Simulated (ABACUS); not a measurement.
# MgO (Fm-3m) in ABACUS: settings compared, part 2 of 2

ABACUS 3.10.1. The steps go on from the part before.

## Step 3: Relaxation of cell and atoms, TM

Contents of INPUT:

```
INPUT_PARAMETERS
suffix              MgO
calculation         cell-relax
basis_type          pw
pseudo_dir          ./
symmetry            1
dft_functional      MGGA_X_TM+MGGA_C_TM
ecutwfc             97
pseudo_rcut         10
nspin               1
nbands              12
ks_solver           dav
smearing_method     fd
smearing_sigma      0.00367493
scf_thr             1e-08
scf_nmax            100
mixing_type         broyden
mixing_beta         0.7
cal_force           1
cal_stress          1
mixing_tau          1
relax_nmax          60
force_thr_ev        0.01
relax_method        cg
out_stru            1
stress_thr          0.5
kpar                4
```

Contents of STRU:

```
ATOMIC_SPECIES
Mg 24.3050 Mg_ONCV_PBE-1.2.upf
O 15.9990 O_ONCV_PBE-1.2.upf

LATTICE_CONSTANT
1.8897261246

LATTICE_VECTORS
0.0000000000 2.0970013927 2.0970013927
2.0970013927 0.0000000000 2.0970013927
2.0970013927 2.0970013927 0.0000000000

ATOMIC_POSITIONS
Cartesian

Mg
0.0
1
0.0000000000 0.0000000000 0.0000000000 1 1 1

O
0.0
1
2.0970013927 2.0970013927 2.0970013927 1 1 1
```

Contents of KPT:

```
K_POINTS
0
Gamma
7 7 7 0 0 0
```

Potentials or basis: SG15 ONCV 1.2 PBE, plane waves.

Run with:

```bash
OMP_NUM_THREADS=1 mpirun -np 4 abacus > log
```

running log:

```text
ABACUS v3.10.1

               Atomic-orbital Based Ab-initio Computation at UStc

 ------------------------------------------------------------------------------------

 READING GENERAL INFORMATION
                           global_out_dir = OUT.MgO/
                           global_in_card = INPUT
                               pseudo_dir = ./
                              orbital_dir =
                                    DSIZE = 4
                                    GSIZE = 1
[... 5 lines left out ...]

 READING ATOM TYPE 1
                               atom label = Mg
                      L=0, number of zeta = 1
                      L=1, number of zeta = 1
                      L=2, number of zeta = 1
             number of atom for this type = 1

 READING ATOM TYPE 2
                               atom label = O
                      L=0, number of zeta = 1
                      L=1, number of zeta = 1
                      L=2, number of zeta = 1
             number of atom for this type = 1

                        TOTAL ATOM NUMBER = 2
CARTESIAN COORDINATES ( UNIT =       1.889726124600 Bohr ).
    atom                   x                   y                   z     mag                  vx                  vy                  vz
tauc_Mg1            0.0000000000        0.0000000000        0.0000000000  0.0000        0.0000000000        0.0000000000        0.0000000000
tauc_O1            2.0970013927        2.0970013927        2.0970013927  0.0000        0.0000000000        0.0000000000        0.0000000000

                          Volume (Bohr^3) = 124.458
                             Volume (A^3) = 18.4427

[... 432 lines left out ...]
tauc_O1            2.1017959857        2.1017959857        2.1017959857  0.0000        0.0000000000        0.0000000000        0.0000000000

                          Volume (Bohr^3) = 125.313619
                             Volume (A^3) = 18.569540
[... 10 lines left out ...]
 -------------------------------------------
 STEP OF RELAXATION : 3
 -------------------------------------------

[... set-up of the moved cell ...]

 PW ALGORITHM --------------- ION=   3  ELEC=   1--------------------------------
 Notice: Threshold on eigenvalues was too large.
 hsover_error=0.160000 > DRHO=0.000002
 Origin diag ethr = 0.010000
 New diag ethr = 0.000000

 Density error is 0.000001323456
                          Error Threshold = 0.000000012863
----------------------------------------------------------
     Energy           Rydberg                 eV
----------------------------------------------------------
 E_KohnSham     -140.6879071017      -1914.1571762772
 E_Harris       -140.6780533085      -1914.0231085435
 E_Fermi        0.7973094934         10.8479521803
----------------------------------------------------------

[... 2 further cycles ...]
 PW ALGORITHM --------------- ION=   3  ELEC=   4--------------------------------

 Density error is 0.000000001103
                          Error Threshold = 0.000000000234
----------------------------------------------------------
     Energy           Rydberg                 eV
----------------------------------------------------------
 E_KohnSham     -140.6879097538      -1914.1572123609
 E_KS(sigma->0) -140.6879097538      -1914.1572123609
 E_Harris       -140.6878629440      -1914.1565754818
 E_band         -20.9447437983       -284.9678588075
 E_one_elec     -56.1489289102       -763.9453697756
 E_Hartree      31.4686146838        428.1524678665
 E_xc           -21.0499414248       -286.3991459435
 E_Ewald        -94.9576541026       -1291.9651645083
 E_entropy(-TS) 0.0000000000         0.0000000000
 E_descf        0.0000000000         0.0000000000
[... 98 lines left out ...]
 Largest gradient in stress is 0.028611 kbar.
 Threshold is 0.500000 kbar.

 Relaxation is converged!

 --------------------------------------------
 !FINAL_ETOT_IS -1914.1572123609169012 eV
 --------------------------------------------
```

stdout:

```text
ABACUS
v3.10.1

               Atomic-orbital Based Ab-initio Computation at UStc

 dft_functional readin is: MGGA_X_TM+MGGA_C_TM
 dft_functional in pseudopot file is: PBE
[... 81 lines left out ...]
----------------------------------------------------------------
 TOTAL-STRESS (KBAR)
----------------------------------------------------------------
         0.0286113313        -0.0000000000        -0.0000000000
        -0.0000000000         0.0286113313        -0.0000000000
         0.0000000000         0.0000000000         0.0286113313
----------------------------------------------------------------
 TOTAL-PRESSURE: 0.028611 KBAR

 ETOT DIFF (eV)       : -0.000092
 LARGEST GRAD (eV/A)  : 0.000000
```

Run time: 17 s. Hardware: 4 MPI ranks of Intel Xeon Platinum 8488C (Sapphire Rapids), shared host; peak memory 0.36 GiB.

What came out:

| Quantity | Value |
| --- | --- |
| Free energy | -1914.1572 eV |
| Relaxed volume | 9.28 Å³/atom |
| Relaxed cell | a = 2.972 Å, b = 2.972 Å, c = 2.972 Å, α = 60.00°, β = 60.00°, γ = 60.00° |
| Space group after relaxing (to 0.05 Å) | Fm-3m (No. 225) |
| Energy gained by relaxing | 0.2 meV/atom |
| Ionic steps | 3 |
| Pressure after relaxing | 0.0 GPa |
| Band gap on the k mesh | 5.10 eV, direct |

The path:
| step | energy change (eV) | largest force (eV/Å) | pressure (GPa) | volume (Å³) |
| --- | --- | --- | --- | --- |
| 1 | 0.0000 | 0.0000 | 1.15 | 18.44 |
| 2 | -0.0004 | 0.0000 | -0.51 | 18.63 |
| 3 | -0.0005 | 0.0000 | 0.00 | 18.57 |

Final structure:
```
Mg O
1.0
     0.00000    2.10180    2.10180
     2.10180    0.00000    2.10180
     2.10180    2.10180    0.00000
Mg O
1 1
Direct
  0.00000 0.00000 0.00000
  0.50000 0.50000 0.50000
```

Caveat: the potentials were made for another functional, which shifts forces and pressure.

## Step 4: Single point, PW91

Contents of run_abacus.py:

```python
"""ABACUS run from a structure file: ASE reads it, the script writes STRU, KPT and INPUT."""
import re
import subprocess
import spglib
from ase import Atoms
from ase.io import read
from ase.units import Bohr

atoms = read("MgO.cif")
cell, frac, numbers = spglib.standardize_cell((atoms.cell[:], atoms.get_scaled_positions(), atoms.numbers), to_primitive=True, symprec=1e-4)
atoms = Atoms(numbers=numbers, cell=cell, scaled_positions=frac, pbc=True)  # the primitive cell
atoms = atoms[(-atoms.numbers).argsort(kind="stable")]  # ABACUS lists atoms element by element
pseudo = {'Mg': 'Mg.upf', 'O': 'O.upf'}
orbital = {}
magmoms = None
kmesh = [9, 9, 9]
params = {
    'suffix': 'MgO',
    'calculation': 'scf',
    'basis_type': 'pw',
    'pseudo_dir': './',
    'symmetry': 1,
    'dft_functional': 'GGA_X_PW91+GGA_C_PW91',
    'ecutwfc': 92,
    'pseudo_rcut': 10,
    'nspin': 1,
    'nbands': 18,
    'ks_solver': 'dav',
    'smearing_method': 'fd',
    'smearing_sigma': 0.00367493,
    'scf_thr': 1e-08,
    'scf_nmax': 100,
    'mixing_type': 'broyden',
    'mixing_beta': 0.7,
    'cal_force': 1,
    'cal_stress': 1,
    'out_chg': 1,
    'out_pot': 2,
    'out_elf': 1,
}

symbols = atoms.get_chemical_symbols()
elements = list(dict.fromkeys(symbols))
lines = ["ATOMIC_SPECIES"] + [f"{e} {atoms.get_masses()[symbols.index(e)]:.4f} {pseudo[e]}" for e in elements]
if orbital:
    lines += ["", "NUMERICAL_ORBITAL"] + [orbital[e] for e in elements]
lines += ["", "LATTICE_CONSTANT", f"{1 / Bohr:.10f}", "", "LATTICE_VECTORS"]
lines += [" ".join(f"{x:.10f}" for x in v) for v in atoms.cell]
lines += ["", "ATOMIC_POSITIONS", "Direct"]
for e in elements:
    lines += ["", e, "0.0", str(symbols.count(e))]
    for i, p in enumerate(atoms.get_scaled_positions(wrap=False)):
        if symbols[i] == e:
            mag = "" if magmoms is None else " mag " + " ".join(str(x) for x in (magmoms[i] if isinstance(magmoms[i], list) else [magmoms[i]]))
            lines.append(" ".join(f"{x:.10f}" for x in p) + " 1 1 1" + mag)
open("STRU", "w").write("\n".join(lines) + "\n")
open("KPT", "w").write("K_POINTS\n0\nGamma\n%d %d %d 0 0 0\n" % tuple(kmesh))
open("INPUT", "w").write("INPUT_PARAMETERS\n" + "".join(f"{k:<20s}{v}\n" for k, v in params.items()))

done = subprocess.run(['mpirun', '-np', '4', 'abacus'])
if done.returncode:
    raise SystemExit(done.returncode)
log = open("OUT.MgO/running_scf.log").read()
print("final energy (eV):", re.findall(r"FINAL_ETOT_IS (\S+)", log))
```

Contents of MgO.cif:

```cif
data_MgO
_cell_length_a 4.19400279
_cell_length_b 4.19400279
_cell_length_c 4.19400279
_cell_angle_alpha 90.00000000
_cell_angle_beta 90.00000000
_cell_angle_gamma 90.00000000
_space_group_name_H-M_alt 'Fm-3m'
_space_group_name_Hall '-F 4 2 3'
_space_group_IT_number 225
loop_
_space_group_symop_operation_xyz
'x,y,z'
'-x,-y,-z'
'-y,x,z'
'y,-x,-z'
'-x,-y,z'
'x,y,-z'
'y,-x,z'
'-y,x,-z'
'x,-y,-z'
'-x,y,z'
'-y,-x,-z'
'y,x,z'
'-x,y,-z'
'x,-y,z'
'y,x,-z'
'-y,-x,z'
'z,x,y'
'-z,-x,-y'
'z,-y,x'
'-z,y,-x'
'z,-x,-y'
'-z,x,y'
'z,y,-x'
'-z,-y,x'
'-z,x,-y'
'z,-x,y'
'-z,-y,-x'
'z,y,x'
'-z,-x,y'
'z,x,-y'
'-z,y,x'
'z,-y,-x'
'y,z,x'
'-y,-z,-x'
'x,z,-y'
'-x,-z,y'
'-y,z,-x'
'y,-z,x'
'-x,z,y'
'x,-z,-y'
'-y,-z,x'
'y,z,-x'
'-x,-z,-y'
'x,z,y'
'y,-z,-x'
'-y,z,x'
'x,-z,y'
'-x,z,-y'
'x,y+1/2,z+1/2'
'-x,-y+1/2,-z+1/2'
'-y,x+1/2,z+1/2'
'y,-x+1/2,-z+1/2'
[... 63 lines left out ...]
'-z+1/2,y,-x+1/2'
'z+1/2,-x,-y+1/2'
'-z+1/2,x,y+1/2'
'z+1/2,y,-x+1/2'
'-z+1/2,-y,x+1/2'
'-z+1/2,x,-y+1/2'
'z+1/2,-x,y+1/2'
'-z+1/2,-y,-x+1/2'
'z+1/2,y,x+1/2'
'-z+1/2,-x,y+1/2'
'z+1/2,x,-y+1/2'
'-z+1/2,y,x+1/2'
'z+1/2,-y,-x+1/2'
'y+1/2,z,x+1/2'
'-y+1/2,-z,-x+1/2'
'x+1/2,z,-y+1/2'
'-x+1/2,-z,y+1/2'
'-y+1/2,z,-x+1/2'
'y+1/2,-z,x+1/2'
'-x+1/2,z,y+1/2'
'x+1/2,-z,-y+1/2'
'-y+1/2,-z,x+1/2'
'y+1/2,z,-x+1/2'
'-x+1/2,-z,-y+1/2'
'x+1/2,z,y+1/2'
'y+1/2,-z,-x+1/2'
'-y+1/2,z,x+1/2'
'x+1/2,-z,y+1/2'
'-x+1/2,z,-y+1/2'
'x+1/2,y+1/2,z'
'-x+1/2,-y+1/2,-z'
'-y+1/2,x+1/2,z'
'y+1/2,-x+1/2,-z'
'-x+1/2,-y+1/2,z'
'x+1/2,y+1/2,-z'
'y+1/2,-x+1/2,z'
'-y+1/2,x+1/2,-z'
'x+1/2,-y+1/2,-z'
'-x+1/2,y+1/2,z'
'-y+1/2,-x+1/2,-z'
'y+1/2,x+1/2,z'
'-x+1/2,y+1/2,-z'
'x+1/2,-y+1/2,z'
'y+1/2,x+1/2,-z'
'-y+1/2,-x+1/2,z'
'z+1/2,x+1/2,y'
'-z+1/2,-x+1/2,-y'
'z+1/2,-y+1/2,x'
'-z+1/2,y+1/2,-x'
'z+1/2,-x+1/2,-y'
'-z+1/2,x+1/2,y'
'z+1/2,y+1/2,-x'
'-z+1/2,-y+1/2,x'
'-z+1/2,x+1/2,-y'
'z+1/2,-x+1/2,y'
'-z+1/2,-y+1/2,-x'
'z+1/2,y+1/2,x'
'-z+1/2,-x+1/2,y'
'z+1/2,x+1/2,-y'
'-z+1/2,y+1/2,x'
'z+1/2,-y+1/2,-x'
'y+1/2,z+1/2,x'
'-y+1/2,-z+1/2,-x'
'x+1/2,z+1/2,-y'
'-x+1/2,-z+1/2,y'
'-y+1/2,z+1/2,-x'
'y+1/2,-z+1/2,x'
'-x+1/2,z+1/2,y'
'x+1/2,-z+1/2,-y'
'-y+1/2,-z+1/2,x'
'y+1/2,z+1/2,-x'
'-x+1/2,-z+1/2,-y'
'x+1/2,z+1/2,y'
'y+1/2,-z+1/2,-x'
'-y+1/2,z+1/2,x'
'x+1/2,-z+1/2,y'
'-x+1/2,z+1/2,-y'
loop_
_atom_site_label
_atom_site_type_symbol
_atom_site_symmetry_multiplicity
_atom_site_Wyckoff_symbol
_atom_site_fract_x
_atom_site_fract_y
_atom_site_fract_z
_atom_site_occupancy
Mg1 Mg 4 a 0.0000000000 0.0000000000 0.0000000000 1
O1 O 4 b 0.5000000000 0.0000000000 0.0000000000 1
```

Potentials or basis: PseudoDojo NC SR 0.5 PBE stringent, plane waves.

Run with:

```bash
OMP_NUM_THREADS=1 python run_abacus.py > log
```

It took 6.7 s on 4 MPI ranks of Intel Xeon 6975P-C (Granite Rapids), shared host; peak memory 0.36 GiB.

It converged, with:

| Item | Value |
| --- | --- |
| Free energy | -2072.2721 eV |
| Pressure | 6.6 GPa |
| Band gap on the k mesh | 4.92 eV, direct |

Levels at points of the mesh, in eV from the valence-band top:
| k point | band 6 | band 7 | band 8 | band 9 | band 10 | band 11 |
| --- | --- | --- | --- | --- | --- | --- |
| (0.00, 0.00, 0.00) | 0.00 | 0.00 | 0.00 | 4.92 | 16.04 | 16.04 |

Caveat: the potentials were made for another functional, which shifts forces and pressure.

## Step 5: Relaxation of cell and atoms, PW91

INPUT: that of step 3 with these lines changed.

```diff
@@ -6,4 +6,4 @@
 symmetry            1
-dft_functional      MGGA_X_TM+MGGA_C_TM
-ecutwfc             97
+dft_functional      GGA_X_PW91+GGA_C_PW91
+ecutwfc             92
 pseudo_rcut         10
@@ -20,3 +20,2 @@
 cal_stress          1
-mixing_tau          1
 relax_nmax          60
@@ -25,3 +24,3 @@
 out_stru            1
-stress_thr          0.5
+stress_thr          0.2
 kpar                4
```

Contents of STRU:

```
ATOMIC_SPECIES
Mg 24.3050 Mg.upf
O 15.9990 O.upf

LATTICE_CONSTANT
1.8897261246

LATTICE_VECTORS
0.0000000000 2.0970013927 2.0970013927
2.0970013927 0.0000000000 2.0970013927
2.0970013927 2.0970013927 0.0000000000

ATOMIC_POSITIONS
Direct

Mg
0.0
1
0.0000000000 0.0000000000 0.0000000000 1 1 1

O
0.0
1
0.5000000000 0.5000000000 0.5000000000 1 1 1
```

Contents of KPT:

```
K_POINTS
0
Gamma
9 9 9 0 0 0
```

Run with:

```bash
OMP_NUM_THREADS=1 mpirun -np 4 abacus > log
```

Wall time 7.2 s (4 MPI ranks of Intel Xeon 6975P-C (Granite Rapids), shared host); peak memory 0.36 GiB.

The run converged. Its results:

```
Free energy                            : -2072.2870 eV
Relaxed volume                         : 9.60 Å³/atom
Relaxed cell                           : a = 3.005 Å, b = 3.005 Å, c = 3.005 Å, α = 60.00°, β = 60.00°, γ = 60.00°
Space group after relaxing (to 0.05 Å) : Fm-3m (No. 225)
Energy gained by relaxing              : 7.5 meV/atom
Ionic steps                            : 3
Pressure after relaxing                : 0.0 GPa
Band gap on the k mesh                 : 4.53 eV, direct
```

Step by step:
| step | energy change (eV) | largest force (eV/Å) | pressure (GPa) | volume (Å³) |
| --- | --- | --- | --- | --- |
| 1 | 0.0000 | 0.0000 | 6.56 | 18.44 |
| 2 | -0.0126 | 0.0000 | -2.34 | 19.51 |
| 3 | -0.0149 | 0.0000 | 0.01 | 19.20 |

Final structure:
```
CELL_PARAMETERS angstrom
0.00000 2.12515 2.12515
2.12515 0.00000 2.12515
2.12515 2.12515 0.00000
ATOMIC_POSITIONS crystal
Mg 0.00000 0.00000 0.00000
O 0.50000 0.50000 0.50000
```

Levels at points of the mesh, in eV from the valence-band top:
| k point | band 5 | band 6 | band 7 | band 8 | band 9 | band 10 | band 11 |
| --- | --- | --- | --- | --- | --- | --- | --- |
| (0.00, 0.00, 0.00) | -17.06 | 0.00 | 0.00 | 0.00 | 4.53 | 15.81 | 15.81 |

Caveat: the potentials were made for another functional, which shifts forces and pressure.

## Step 6: The runs side by side

```tsv
task	level	potentials or basis	cell	k mesh	cutoff (eV)	max steps of the relaxation	force threshold	optimiser	stress threshold	gap on the mesh (eV)	pressure (GPa)	relaxed volume (Å³/atom)
single point	TM	SG15 ONCV 1.2 PBE, plane waves	as given	7 × 7 × 7	1320	-	-	-	-	5.17	1.2	-
relaxation of cell and atoms	TM	SG15 ONCV 1.2 PBE, plane waves	relaxed	7 × 7 × 7	1320	60	0.01 eV/Å	cg	0.5 kbar	5.10	0.0	9.28
single point	PW91	PseudoDojo NC SR 0.5 PBE stringent, plane waves	as given	9 × 9 × 9	1252	-	-	-	-	4.92	6.6	-
relaxation of cell and atoms	PW91	PseudoDojo NC SR 0.5 PBE stringent, plane waves	relaxed	9 × 9 × 9	1252	60	0.01 eV/Å	cg	0.2 kbar	4.53	0.0	9.60
```

Alike in all rows: no spin polarisation; smearing fermi-dirac 0.05 eV.

Caveats: the potentials were made for another functional, which shifts forces and pressure.

Absolute energies hang on the potentials; compare differences alone.

## Step 7: Comparison with measurements

Step 2. Measured gap of MgO: 7.83 eV (quoted in “Electronic structure of alkaline earth and post-transition metal oxides”, 2009, arxiv:0908.1581). This calculation gives 5.17 eV (-2.66 eV). The value is that of TM, without temperature or zero-point motion. The cell is a database's relaxed one, not the measured one, which moves gaps too.

Step 4. Against the measured gap of MgO, 7.83 eV (quoted in “Electronic structure of alkaline earth and post-transition metal oxides”, 2009, arxiv:0908.1581), the calculated 4.92 eV is off by -2.91 eV. The value is that of PW91, without temperature or zero-point motion. Semilocal functionals fall short of measured gaps as a rule. The cell is a database's relaxed one, not the measured one, which moves gaps too.
